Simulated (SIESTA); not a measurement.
The system is WC (Qusongite).

```
CELL_PARAMETERS angstrom
2.90650 0.00000 0.00000
-1.45325 2.51710 0.00000
0.00000 0.00000 2.83660
ATOMIC_POSITIONS crystal
W 0.00000 0.00000 0.00000
C 0.66667 0.33333 0.50000
```

Base run:

- Program: SIESTA 5.4.2
- Functional: LDA
- Potentials or basis: PseudoDojo 0.4 standard (LDA files)
- Basis: DZP (energy shift 0.003 Ry; two zetas on semicore shells)
- Grid cutoff: 800 Ry
- Energy shift: 0.003 Ry
- k mesh: 10 × 10 × 9
- Occupations: fermi-dirac, width 0.05 eV
- Spin: no spin polarisation

Its results: band gap on the k mesh none (metal or under the smearing width); pressure -4.6 GPa.

**Question.** The run is repeated on the same cell with these changes: functional from LDA to PBEsol; potentials or basis from PseudoDojo 0.4 standard (LDA files) to PseudoDojo 0.4 standard (PBEsol files). What comes out?

**Answer.** Band gap on the k mesh none (metal or under the smearing width); pressure 2.7 GPa.

Caveats: short orbitals over semicore shells can move pressures by several GPa; spin-orbit coupling is left out, which moves the levels of the heavy elements; the basis of atomic orbitals isn't converged, which shifts pressures, moduli and gaps.
